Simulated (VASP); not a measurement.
Crystal: Eu.

```
Eu
1.0
     0.00000    2.90412    2.90412
     2.90412    0.00000    2.90412
     2.90412    2.90412    0.00000
Eu
1
Cartesian
  0.0000 0.0000 0.0000
```

The cell was built by a generator and needn't be a form met in nature.

Base run:

- Program: VASP 6.6.1
- Functional: PBE
- Potentials or basis: VASP PAW PBE potentials, release 64 (Eu)
- Cutoff: 520 eV
- k mesh: 6 × 6 × 6
- Occupations: gaussian, width 0.05 eV
- Spin: collinear spin, typed start
- Starting moments: [7.0] μB
- Hubbard terms: Eu f U = 6.0 eV

Its results: band gap on the k mesh none (metal or under the smearing width); pressure -0.1 GPa; net moment 7.44 μB per cell; site moments Eu +6.83 μB.

The run is repeated on the same cell with these changes: k mesh from 6 × 6 × 6 to 4 × 4 × 4. What comes out?

Band gap on the k mesh none (metal or under the smearing width); pressure 0.1 GPa; net moment 7.19 μB per cell; site moments Eu +6.78 μB.

Caveats: some runs use coarse meshes; spin-orbit coupling is left out, which moves the levels of the heavy elements.
